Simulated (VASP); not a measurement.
Crystal: BaS.

```
CELL_PARAMETERS angstrom
0.00000 3.27674 3.27674
3.27674 0.00000 3.27674
3.27674 3.27674 0.00000
ATOMIC_POSITIONS crystal
Ba 0.00000 0.00000 0.00000
S 0.50000 0.50000 0.50000
```

The cell isn't the ideal one: cell and atoms relaxed from 1.08 times the given volume.

* Program: VASP 6.6.1
* Task: relaxation of cell and atoms
* Functional: PBE
* Potentials or basis: VASP PAW PBE potentials, release 64 (Ba_sv, S)
* Cutoff: 600 eV
* k mesh: 7 × 7 × 7
* Occupations: fermi-dirac, width 0.02 eV
* Spin: no spin polarisation

At the start: pressure -1.7 GPa; volume 35.18 Å³/atom.

Question: Where does the relaxation end?

Answer: Over 3 steps the energy falls by 8.3 meV/atom and the volume is 33.65 Å³/atom (-4.4 %); space group Fm-3m (No. 225, to 0.05 Å).

Step by step:
```csv
step,energy change (eV),largest force (eV/Å),pressure (GPa),volume (Å³)
1,0.0000,0.0000,-1.67,70.36
2,-0.0159,0.0000,0.38,66.70
3,-0.0166,0.0000,0.00,67.30
```

Final structure:
```xyz
2
Lattice="0.0000 3.2284 3.2284 3.2284 0.0000 3.2284 3.2284 3.2284 0.0000" Properties=species:S:1:pos:R:3 pbc="T T T"
Ba    0.0000    0.0000    0.0000
S     3.2284    3.2284    3.2284
```
